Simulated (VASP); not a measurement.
Write the native input for VASP 6.6.1 that does the following.

```yaml
Task: band structure
Functional: RPBE
Potentials_or_basis: VASP PAW PBE potentials, release 64 (Si)
Cutoff: 520 eV
k_mesh: 8 × 8 × 10
Occupations: fermi-dirac, width 0.05 eV
Spin: no spin polarisation
Further_INCAR_settings: ALGO = Normal; EDIFF = 1e-07; NBANDS = 11
```

Si:

```xyz
2
Lattice="4.1209 0.0000 0.0000 -2.0605 3.5688 0.0000 0.0000 0.0000 2.6548" Properties=species:S:1:pos:R:3 pbc="T T T"
Si    0.0000    2.3792    1.3274
Si    2.0605    1.1896    1.3274
```

The cell was built by a generator and needn't be a form met in nature.

The input as run:

POSCAR

```
Si
1.0
    4.1209500000      0.0000000000      0.0000000000
   -2.0604700000      3.5688500000      0.0000000000
    0.0000000000      0.0000000000      2.6547900000
Si
2
Direct
    0.3333300000      0.6666700000      0.5000000000
    0.6666700000      0.3333300000      0.5000000000
```

INCAR.step1

```
SYSTEM = Si
ALGO = Normal
EDIFF = 1E-7
ENCUT = 520
GGA = RP
ISIF = 2
ISMEAR = -1
LASPH = .True.
LCHARG = .True.
LREAL = .False.
LWAVE = .False.
NBANDS = 11
NELM = 60
PREC = Accurate
SIGMA = 0.05
```

KPOINTS.step1

```
k-points
0
Gamma
  8 8 10
  0 0 0
```

INCAR.step2

```
SYSTEM = Si
ALGO = Normal
EDIFF = 1E-7
ENCUT = 520
GGA = RP
ICHARG = 11
ISIF = 2
ISMEAR = 0
LASPH = .True.
LCHARG = .False.
LREAL = .False.
LWAVE = .False.
NBANDS = 11
NELM = 60
PREC = Accurate
SIGMA = 0.05
```

KPOINTS.step2

```
path GMKGALHA,LM,KH
15
line-mode
reciprocal
 0.0000000000  0.0000000000  0.0000000000  G
 0.5000000000  0.0000000000  0.0000000000  M

 0.5000000000  0.0000000000  0.0000000000  M
 0.3333333333  0.3333333333  0.0000000000  K

 0.3333333333  0.3333333333  0.0000000000  K
 0.0000000000  0.0000000000  0.0000000000  G

 0.0000000000  0.0000000000  0.0000000000  G
 0.0000000000  0.0000000000  0.5000000000  A

 0.0000000000  0.0000000000  0.5000000000  A
 0.5000000000  0.0000000000  0.5000000000  L

 0.5000000000  0.0000000000  0.5000000000  L
 0.3333333333  0.3333333333  0.5000000000  H

 0.3333333333  0.3333333333  0.5000000000  H
 0.0000000000  0.0000000000  0.5000000000  A

 0.5000000000  0.0000000000  0.5000000000  L
 0.5000000000  0.0000000000  0.0000000000  M

 0.3333333333  0.3333333333  0.0000000000  K
 0.3333333333  0.3333333333  0.5000000000  H
```

Potentials or basis: VASP PAW PBE potentials, release 64 (Si).

Command:

```bash
$ cat potpaw_PBE.64/Si/POTCAR > POTCAR
$ cp INCAR.step1 INCAR
$ cp KPOINTS.step1 KPOINTS
$ mpirun -np 1 vasp_std > vasp.out
$ cp INCAR.step2 INCAR
$ cp KPOINTS.step2 KPOINTS
$ mpirun -np 1 vasp_std > vasp.out
```

Results of the run:

```yaml
Band_gap_along_the_path: none (metal or under the smearing width)
```

Caveat: the log is that of the step along the path at fixed density, whose energy, stress, charges and moments have no meaning.

Wall time 38 s on 1 thread of Intel(R) Xeon(R) Platinum 8488C (Sapphire Rapids), with other jobs on the host, peak memory 0.17 GiB.
